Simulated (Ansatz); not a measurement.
# C: equation of state with r2SCAN

C:

```
C
1.0
     2.12732   -1.22828    0.00000
     2.12732    1.22828    0.00000
    -1.37907    0.00000    3.50283
C
2
Direct
  0.16664 0.16664 0.99991
  0.83336 0.83336 0.00009
```

This is a stacking variant of graphite.

```json
{
  "Program": "Ansatz 0.2.0",
  "Task": "equation of state",
  "Functional": "r2SCAN",
  "Potentials or basis": "Ansatz PAW",
  "Cutoff": "500 eV",
  "Density cutoff": "2000 eV",
  "k mesh": "13 × 13 × 8",
  "Occupations": "fermi-dirac, width 0.05 eV",
  "Spin": "no spin polarisation"
}
```

| Property | Result |
| --- | --- |
| Equilibrium volume | 9.15 Å³/atom |
| Bulk modulus at fixed shape and positions | 275 GPa |
| Pressure derivative of the bulk modulus | 3.6 |

Energy against volume, from the lowest point:
```tsv
volume (Å³/atom)	energy (meV/atom)
8.604	30.45
8.787	12.97
8.970	3.05
9.153	0.00
9.336	3.23
9.519	12.21
9.702	26.42
```

All runs of the series together: 31 s on 2 threads of AMD EPYC 7R43 64-Core Processor (Zen 3), with other jobs on the host.

Caveat: the cell was scaled at fixed shape and fractional positions, which overstates the stiffness of a crystal with free parameters, most of all of layers and chains; the PAW data sets were made with another functional, which shifts forces and pressure a little.
